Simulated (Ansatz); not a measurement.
# C: clamped-ion elastic tensor

Level of theory: Ansatz, DFT PBE, scalar-relativistic, plane waves, PAW. Cutoff 420 eV, 18×18×6 k-points (Γ-centred), Fermi-Dirac smearing of 0.15 eV. No spin polarisation.

Equilibrium structure at this level:
```
CELL_PARAMETERS angstrom
2.46653 0.00000 0.00000
-1.23327 2.13608 0.00000
0.00000 0.00000 8.70049
ATOMIC_POSITIONS crystal
C 0.00000 0.00000 0.00250
C 0.00000 0.00000 0.50250
C 0.33333 0.66667 0.00250
C 0.66667 0.33333 0.50250
```

In a metal, frequencies and elastic constants depend on the k mesh and the smearing, soft modes and shear constants most. The crystal is built of layers and no dispersion correction was added, so the binding between them is poorly described, and with it their spacing and whatever depends on it.

Question: Give the clamped-ion elastic constants (GPa, Voigt order xx yy zz yz xz xy, on the axes of the cell above).

Answer:
```
822.2 132.3  -0.2   0.0   0.0   0.0
132.3 822.2  -0.2   0.0   0.0   0.0
 -0.1  -0.1   1.6   0.0   0.0   0.0
  0.0   0.0   0.0   0.1   0.0   0.0
  0.0   0.0   0.0   0.0   0.1   0.0
  0.0   0.0   0.0   0.0   0.0 344.9
```

The bands only touch here, so at this level the crystal is a zero-gap semiconductor or semimetal, not an ordinary metal.

Cost: 1 run of about 1.7 core-minutes, on AMD EPYC 7R43 (Zen 3) (shared hosts).